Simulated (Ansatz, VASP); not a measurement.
# HgTe in VASP and in Ansatz

INCAR

```
  PREC = Accurate
  ENCUT = 520
  EDIFF = 1E-8
  ISMEAR = -1
  SIGMA = 0.08
  LREAL = False
  LASPH = True
  NELM = 60
  ALGO = Normal
  ISIF = 2
  LWAVE = False
  LCHARG = False
  GGA = PE
  LEFG = True
  NBANDS = 16
```

The input KPOINTS:

```
regular mesh
0
Gamma
  12 12 12
```

File POSCAR:

```
HgTe
1.0
    0.0000000000      2.9408482460      2.9408482460
    2.9408482460      0.0000000000      2.9408482460
    2.9408482460      2.9408482460      0.0000000000
Hg Te
1 1
Direct
    0.0000000000      0.0000000000      0.0000000000
    0.5000000000      0.5000000000      0.5000000000
```

Input for Ansatz:

```yaml
crystal:
  lattice:
    - [0.0, 2.940848246, 2.940848246]
    - [2.940848246, 0.0, 2.940848246]
    - [2.940848246, 2.940848246, 0.0]
  atoms:
    - { symbol: Hg, position: [0.0, 0.0, 0.0] }
    - { symbol: Te, position: [0.5, 0.5, 0.5] }
kpoints:
  mp_grid: { grid: [12, 12, 12] }
scf:
  occupations: { method: fermi_dirac, width: 0.08 }
hamiltonian:
  xc: pbe
  pseudopotentials: { kind: paw }
output:
  forces: true
  stress: true
  eigenvalues: true
  efg: { contact_densities: true }
```

Change from the starting cell: volume scaled by 1.02, PAW files.

Alike in both runs: task electric field gradients; functional PBE; k mesh 12 × 12 × 12; occupations fermi-dirac, width 0.08 eV; no spin polarisation.

```csv
,VASP,Ansatz
version,VASP 6.6.1,Ansatz 0.2.0
potentials or method,"VASP PAW PBE potentials, release 64 (Hg, Te)","PAW with Ansatz's default frozen-core files, scalar-relativistic"
plane-wave cutoff (eV),520,420
valence electrons in the cell,18,36
```

```csv
,VASP,Ansatz,Ansatz less VASP
pressure (GPa),8.8,8.6,-0.21
Vzz of the field gradient on the site that differs most (V/Å²),0.0,0.0,0.00
```

The two sets of potentials don't hold the same shells in valence. Ansatz warned: «gradients_without_spin_orbit».

Spin-orbit coupling is left out, which matters for the levels of Hg, Te.
